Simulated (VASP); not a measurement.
# Li (a cell with a defect) in VASP: notebook, part 2 of 2

VASP 6.6.1. Earlier steps stand in the parts before.

## Step 4: Single point, PBE

Contents of INCAR:

```
SYSTEM = Li
ALGO = Fast
EDIFF = 1E-7
ENCUT = 520
GGA = PE
ISIF = 2
ISMEAR = -1
LASPH = .TRUE.
LCHARG = .FALSE.
LREAL = Auto
LWAVE = .FALSE.
NBANDS = 40
NELM = 100
PREC = Accurate
SIGMA = 0.15
```

Contents of KPOINTS:

```
k-points
0
G
  2 2 2
  0 0 0
```

Contents of POSCAR:

```
Li
1.0
    6.9800000000      0.0000000000      0.0000000000
    0.0000000000      6.9800000000      0.0000000000
    0.0000000000      0.0000000000      6.9800000000
Li
17
Direct
    0.0868481375     -0.2763323782      0.0642406877
    0.4047851003      0.0803008596      0.0080229226
   -0.0740257880      0.4665902579     -0.0360315186
    0.0442979943     -0.0194412607      0.4532808023
    0.2275071633      0.3296131805      0.2547564470
    0.5463323782      0.5460744986     -0.0463467049
    0.4824641834      0.0171633238      0.5328366762
    0.7501719198      0.2152722063      0.2065472779
    0.0020057307      0.4974355301      0.4493266476
    0.3750143266      0.7356876791      0.2765616046
    0.2005873926      0.3106733524      0.7068338109
    0.5132664756      0.4578366762      0.4626790831
    0.7542979943      0.8484957020      0.2746561605
    0.7197851003      0.2414899713      0.7398997135
    0.2883381089      0.7017335244      0.6948853868
    0.8048424069      0.7649570201      0.7034383954
   -0.0009742120      0.0878796562      1.0031232092
```

Potentials or basis: VASP PAW PBE potentials, release 64 (Li_sv).

On the command line:

```
$ cat potpaw_PBE.64/Li_sv/POTCAR > POTCAR
$ mpirun -np 1 vasp_std > vasp.out
```

OUTCAR:

```text
SYSTEM = Li
   EDIFF = 1E-7
   ENCUT = 520
   GGA = PE
   ISIF = 2
   ISMEAR = -1
   LASPH = .TRUE.
   LREAL = Auto
   NELM = 100
   PREC = Accurate

 ion  position               nearest neighbor table
   1  0.087  0.724  0.064-   3 2.23  10 2.50
   2  0.405  0.080  0.008-
   3  0.926  0.467  0.964-   1 2.23
   4  0.044  0.981  0.453-  13 2.55
   5  0.228  0.330  0.255-   9 2.39
   6  0.546  0.546  0.954-
   7  0.482  0.017  0.533-
   8  0.750  0.215  0.207-  17 2.41
   9  0.002  0.497  0.449-   5 2.39
  10  0.375  0.736  0.277-   1 2.50  12 2.53
  11  0.201  0.311  0.707-
  12  0.513  0.458  0.463-  10 2.53
  13  0.754  0.848  0.275-   4 2.55
  14  0.720  0.241  0.740-
  15  0.288  0.702  0.695-
  16  0.805  0.765  0.703-
  17  0.999  0.088  0.003-   8 2.41

  LATTYP: Found a simple cubic cell.
 ALAT       =     6.9800000000

  Lattice vectors:

 A1 = (   6.9800000000,   0.0000000000,   0.0000000000)
 A2 = (   0.0000000000,   6.9800000000,   0.0000000000)
 A3 = (   0.0000000000,   0.0000000000,   6.9800000000)

Analysis of symmetry for initial positions (statically):
=====================================================================
 Subroutine PRICEL returns:
 Original cell was already a primitive cell.

 Routine SETGRP: Setting up the symmetry group for a
 simple cubic supercell.

 Subroutine GETGRP returns: Found  1 space group operations
 (whereof  1 operations were pure point group operations)
 out of a pool of 48 trial point group operations.

The static configuration has the point symmetry C_1 .

Analysis of symmetry for dynamics (positions and initial velocities):
=====================================================================
 Subroutine PRICEL returns:
 Original cell was already a primitive cell.

 Routine SETGRP: Setting up the symmetry group for a
 simple cubic supercell.

 Subroutine GETGRP returns: Found  1 space group operations
 (whereof  1 operations were pure point group operations)
 out of a pool of 48 trial point group operations.

The dynamic configuration has the point symmetry C_1 .

 Subroutine INISYM returns: Found  1 space group operations
 (whereof  1 operations are pure point group operations),
 and found     1 'primitive' translations

----------------------------------------------------------------------------------------

                                     Primitive cell

  volume of cell :     340.0684

  direct lattice vectors                    reciprocal lattice vectors
     6.980000000  0.000000000  0.000000000     0.143266476  0.000000000  0.000000000
     0.000000000  6.980000000  0.000000000     0.000000000  0.143266476  0.000000000
     0.000000000  0.000000000  6.980000000     0.000000000  0.000000000  0.143266476

  length of vectors
     6.980000000  6.980000000  6.980000000     0.143266476  0.143266476  0.143266476

  position of ions in fractional coordinates (direct lattice)
     0.086848137  0.723667622  0.064240688
     0.404785100  0.080300860  0.008022923
     0.925974212  0.466590258  0.963968481
     0.044297994  0.980558739  0.453280802
[... 63 lines left out ...]
  0.500000  0.000000  0.000000      1.000000
  0.000000  0.500000  0.000000      1.000000
  0.000000  0.000000  0.500000      1.000000
  0.500000  0.500000  0.000000      1.000000
  0.000000  0.500000  0.500000      1.000000
  0.500000  0.000000  0.500000      1.000000
  0.500000  0.500000  0.500000      1.000000
   k-points           NKPTS =      8   k-points in BZ     NKDIM =      8   number of bands    NBANDS=     40
   number of dos      NEDOS =    301   number of ions     NIONS =     17
   total plane-waves  NPLWV = 157464
   dimension x,y,z NGX =    54 NGY =   54 NGZ =   54
   dimension x,y,z NGXF=   108 NGYF=  108 NGZF=  108
   ions per type =              17
   NGX,Y,Z   is equivalent  to a cutoff of  12.86, 12.86, 12.86 a.u.
   NGXF,Y,Z  is equivalent  to a cutoff of  25.72, 25.72, 25.72 a.u.
 SYSTEM =  Li
   PREC   = accura    normal or accurate (medium, high low for compatibility)
   ISTART =      0    job   : 0-new  1-cont  2-samecut
   ICHARG =      2    charge: 1-file 2-atom 10-const
   ISPIN  =      1    spin polarized calculation?
   LNONCOLLINEAR =      F non collinear calculations
   LSORBIT =      F    spin-orbit coupling
   LASPH  =      T    aspherical Exc in radial PAW
   ENCUT  =  520.0 eV  38.22 Ry    6.18 a.u.  12.98 12.98 12.98*2*pi/ulx,y,z
   NELM   =    100;   NELMIN=  2; NELMDL= -5     # of ELM steps
   EDIFF  = 0.1E-06   stopping-criterion for ELM
   LREAL  =      T    real-space projection
   EDIFFG = 0.1E-05   stopping-criterion for IOM
   NSW    =      0    number of steps for IOM
   IBRION =     -1    ionic relax: 0-MD 1-quasi-New 2-CG
   NFREE  =      0    steps in history (QN), initial steepest desc. (CG)
   ISIF   =      2    stress and relaxation
   ISYM   =      2    0-nonsym 1-usesym 2-fastsym
   POTIM  = 0.5000    time-step for ionic-motion
   TEBEG  =    0.0;   TEEND  =   0.0 temperature during run
   PSTRESS=    0.0 pullay stress
   NELECT =      51.0000    total number of electrons
   NUPDOWN=      -1.0000    fix difference up-down
   EMIN   =  10.00;   EMAX   =-10.00  energy-range for DOS
   EFERMI =   0.00;   METHOD = LEGACY
   ISMEAR =    -1;   SIGMA  =   0.15  broadening in eV -4-tet -1-fermi 0-gaus
   EFERMI_NEDOS =   21; number of points for ismear=-14 and -15
   IALGO  =     68    algorithm
   IMIX   =      4    mixing-type and parameters
     AMIX     =   0.40;   BMIX     =  1.00
     AMIX_MAG =   1.60;   BMIX_MAG =  1.00
  volume/ion in A,a.u.               =      20.00       134.99
  Fermi-wavevector in a.u.,A,eV,Ry     =   0.869780  1.643646 10.293044  0.756517
  Thomas-Fermi vector in A             =   1.988651
   LORBIT       =      0    0 simple, 1 ext, 2 COOP (PROOUT), +10 PAW based schemes
   GGA     = PE    functional components
   LHFCALC =     F    Hartree Fock is set to
   AEXX    =    0.0000 exact exchange contribution
   IVDW    =     0    specifies the selected vdW correction
   LEPSILON=     F    determine dielectric tensor
   LRPA    =     F    only Hartree local field effects (RPA)
 non-spin polarized calculation
 RMM-DIIS sequential band-by-band and
  energy-cutoff  :      520.00
  volume of cell :      340.07
 maximum number of plane-waves:      9124
 NGX is ok and might be reduce to    54
   NGX = 25   NGY = 25   NGZ = 25

 number of electron      50.9999998 magnetization

 Free energy of the ion-electron system (eV)
  ---------------------------------------------------
  ext. energy  EPLUGINS =         0.00000000
  ---------------------------------------------------
  free energy    TOTEN  =       -30.64579947 eV

  energy without entropy =      -30.00808259  energy(sigma->0) =      -30.32694103

 E-fermi :   0.4709     XC(G=0):  -7.0556

 val. band max:        0.4544121856   @ k =   0.5000   0.0000   0.5000
 cond. band min:       0.4742589178   @ k =   0.5000   0.0000   0.5000
 fundamental gap:      0.0198467322
 Fermi energy:         0.4708885304

 k-point     1 :       0.0000    0.0000    0.0000
  band No.  band energies     occupation
      1     -46.1553      2.00000
      2     -46.1457      2.00000
      3     -46.0506      2.00000
      4     -46.0429      2.00000
      5     -46.0112      2.00000
      6     -45.9960      2.00000
[... 309 lines left out ...]
     36       3.3149      0.00000
     37       3.3863      0.00000
 [bands above 37 left out]

------------------------ aborting loop because EDIFF is reached ----------------------------------------

  FORCE on cell =-STRESS in cart. coord.  units (eV):
  Direction    XX          YY          ZZ          XY          YZ          ZX
  --------------------------------------------------------------------------------------
  -------------------------------------------------------------------------------------
  Total        3.1014941      2.8823893      0.5292398     -0.0649364      0.5843234      0.9271126
  in kB       14.6121890     13.5799120      2.4934281     -0.3059373      2.7529454      4.3679415
  external PRESSURE =      10.2285097 kB  Pullay stress =       0.0000000 kB

 VOLUME and BASIS-vectors are now :
 -----------------------------------------------------------------------------
  energy-cutoff  :      520.00
  volume of cell :      340.07
      direct lattice vectors                 reciprocal lattice vectors
     6.980000000  0.000000000  0.000000000     0.143266476  0.000000000  0.000000000
     0.000000000  6.980000000  0.000000000     0.000000000  0.143266476  0.000000000
     0.000000000  0.000000000  6.980000000     0.000000000  0.000000000  0.143266476

 POSITION                                       TOTAL-FORCE (eV/Angst)
 -----------------------------------------------------------------------------------
      0.60620      5.05120      0.44840         0.257697      0.379584      0.119515
      2.82540      0.56050      0.05600         0.273393     -0.241746     -0.120623
      6.46330      3.25680      6.72850        -0.015466     -0.232560     -0.062724
      0.30920      6.84430      3.16390         0.375594      0.330244      0.091136
      1.58800      2.30070      1.77820         0.204398     -0.306073     -0.426573
      3.81340      3.81160      6.65650        -0.229293     -0.094287      0.221251
[... 9 lines left out ...]
      5.61780      5.33940      4.91000        -0.156983      0.102763      0.135794
      6.97320      0.61340      0.02180         0.249327     -0.400038     -0.407184
 -----------------------------------------------------------------------------------
    total drift:                                0.005099      0.001136     -0.009163

  FREE ENERGIE OF THE ION-ELECTRON SYSTEM (eV)
  ---------------------------------------------------
  free  energy   TOTEN  =       -30.6457994700 eV

  energy  without entropy=      -30.0080825870  energy(sigma->0) =      -30.32694103
```

It took 4.8 min on 1 thread of AMD EPYC 7R13 (Zen 3), shared host; peak memory 0.38 GiB.

Results:

* Free energy: -30.6458 eV
* Largest force: 0.795 eV/Å
* Band gap on the k mesh: none (metal or under the smearing width)

Forces on the atoms (eV/Å):
```
Li   0.258  0.380  0.120
Li   0.273 -0.242 -0.121
Li  -0.015 -0.233 -0.063
Li   0.376  0.330  0.091
Li   0.204 -0.306 -0.427
Li  -0.229 -0.094  0.221
Li  -0.130  0.186 -0.092
Li  -0.417  0.467  0.490
Li  -0.641  0.389  0.024
Li  -0.163  0.222  0.009
Li   0.165 -0.193  0.244
Li   0.512 -0.048  0.199
Li  -0.211 -0.594 -0.309
Li   0.165 -0.153 -0.225
Li  -0.239  0.187  0.109
Li  -0.157  0.103  0.136
Li   0.249 -0.400 -0.407
```

Caveat: the k mesh is coarse (spacing up to 0.45 Å⁻¹), so the values aren't converged; the cutoff is under 1.25 times the usual one of these potentials, so pressure, stress and relaxed cells hold a basis-set (Pulay) error.
